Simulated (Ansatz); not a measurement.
Pd (P63/mmc): the volume from the results

The reference geometry is a structure from the Materials Project; nothing is relaxed.

Settings: PBE, 14×14×7 k mesh, Fermi–Dirac smearing of 0.05 eV. PAW means Ansatz 0.2.0 on its default frozen-core files. Site moments are integrated in spheres about the atoms.

The input and its command:

```yaml
crystal:
  lattice:
    - [2.7836650458, 0.0, 0.0]
    - [-1.3918325229, 2.4107246453, 0.0]
    - [0.0, 0.0, 4.628893]
  atoms:
    - { symbol: Pd, position: [0.6666666667, 0.3333333333, 0.75], spin: 0.6 }
    - { symbol: Pd, position: [0.3333333333, 0.6666666667, 0.25], spin: 0.6 }
magnetization:
  spin_polarized: true
kpoints:
  mp_grid: { grid: [14, 14, 7] }
scf:
  occupations: { method: fermi_dirac, width: 0.05 }
  lower_state_search: "off"
hamiltonian:
  xc: pbe
  pseudopotentials: { kind: paw }
output:
  forces: true
  stress: true
  eigenvalues: true
  populations: true
```

Command: `ansatz run input.yaml --threads 1 --pin off --max-ram 3072MiB --backend cpu --events-out ev --progress --plain --runs-dir out`

The cell is scaled evenly, and every run starts from the same moments. Some of the runs:

```tsv
V/V₀	cell moment (μB)	largest site moment (μB)	F − F(V₀) (meV/atom)	pressure (GPa)
1	0.76	0.39	0	-1.1
1.1	0.83	0.43	73	-12.6
1.18	0.85	0.44	191	-17.5
```

Another run of the series gave cell moment (μB) = 0.00, largest site moment (μB) = 0.00, F − F(V₀) (meV/atom) = 1184, pressure (GPa) = 125.4. At which V/V₀ was it made?
A. 1.05
B. 0.9
C. 0.8
D. 0.85
E. 0.72
F. 0.95

E. V/V₀ = 0.72.

Another run of the series gave cell moment (μB) = 0.64, largest site moment (μB) = 0.33, F − F(V₀) (meV/atom) = 16, pressure (GPa) = 8.2. At which V/V₀ was it made?
A. 0.8
B. 0.95
C. 1.05
D. 0.72
E. 0.85
F. 0.9

B. V/V₀ = 0.95.

The whole series:

```
V/V₀  cell moment (μB)  largest site moment (μB)  F − F(V₀) (meV/atom)  pressure (GPa)
0.72              0.00                      0.00                  1184           125.4
 0.8              0.00                      0.00                   473            63.6
0.85              0.00                      0.00                   228            38.8
 0.9              0.35                      0.18                    85            21.0
0.95              0.64                      0.33                    16             8.2
   1              0.76                      0.39                     0            -1.1
1.05              0.81                      0.41                    22            -7.8
 1.1              0.83                      0.43                    73           -12.6
1.18              0.85                      0.44                   191           -17.5
```

Under strong compression frozen cores are worth checking against an all-electron run. The Ansatz runs typed with the search for lower states off end where their start leads. The magnetic state is the one that this cell and start allow. It needn't be the compound's measured order, which may need a larger cell or be absent.
